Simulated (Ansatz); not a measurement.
WC, 2 atoms in the cell. The structure is cubic, space group Fm-3m (No. 225). The conventional cell has a = 4.385 Å, b = 4.385 Å, c = 4.385 Å, α = 90.00°, β = 90.00°, γ = 90.00°. Around W (site symmetry m-3m) lie 6 C at 2.19 Å. C (site symmetry m-3m) is surrounded by 6 W at 2.19 Å. Measurements of this composition are mostly on another form, of space group No. 187.

```yaml
Program: Ansatz 0.2.0
Task: relaxation of cell and atoms
Functional: PBEsol
Potentials_or_basis: Ansatz PAW
Cutoff: "420 eV (not typed: the program's choice for these potentials)"
k_mesh: 10 × 10 × 10
Occupations: fermi-dirac, width 0.05 eV
Spin: no spin polarisation
Hubbard_terms: W d U = 6 eV
Hubbard_projectors: ortho-atomic (the default)
Double_counting: fll (the default)
```

Potentials or basis: Ansatz PAW.

Launch:

```bash
$ ansatz run input.yaml --threads 2 --pin off --max-ram 5632MiB --backend cpu --events-out ev --progress --plain --runs-dir out
```

Hardware: 2 threads of Intel(R) Xeon(R) 6975P-C (Granite Rapids), on a shared host.

Problem. Estimate the wall time of this run.

Solution. Wall time 4.2 s on 2 threads of Intel(R) Xeon(R) 6975P-C (Granite Rapids) (shared host), peak memory 0.37 GiB. Counts: scf iterations 33, plane waves 411, k points 47, bands 13, ion steps 7.
